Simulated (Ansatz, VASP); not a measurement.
## One calculation of ZnS, two programs

```
Zn S
1.0
     2.66171    2.66171    0.00000
    -2.66171    2.66171    0.00000
     0.00000    2.66171    2.63200
Zn S
1 1
Direct
  0.75000 0.25000 0.50000
  0.00000 0.00000 0.00000
```

Change from the starting cell: in-plane strain +0.005, out-of-plane length and atoms relaxed by PAW.

Alike in both runs: functional LDA; k mesh 8 × 8 × 8; no spin polarisation.

Ansatz relaxed the structure, and its values are those at the end. VASP's run is a single point on that final structure, the one shown.

|  | VASP | Ansatz |
| --- | --- | --- |
| version | VASP 6.6.1 | Ansatz 0.2.0 |
| potentials or method | VASP PAW LDA potentials, release 64 (Zn, S) | PAW with Ansatz's default frozen-core files, scalar-relativistic |
| plane-wave cutoff (eV) | 520 | 420 |
| occupations | gaussian, width 0.01 eV | fixed |
| valence electrons in the cell | 18 | 18 |

|  | VASP | Ansatz | Ansatz less VASP |
| --- | --- | --- | --- |
| gap on the k mesh at the Fermi level (eV) | 2.12 | 2.08 | -0.035 |
| pressure (GPa) | -0.1 | -0.3 | -0.23 |
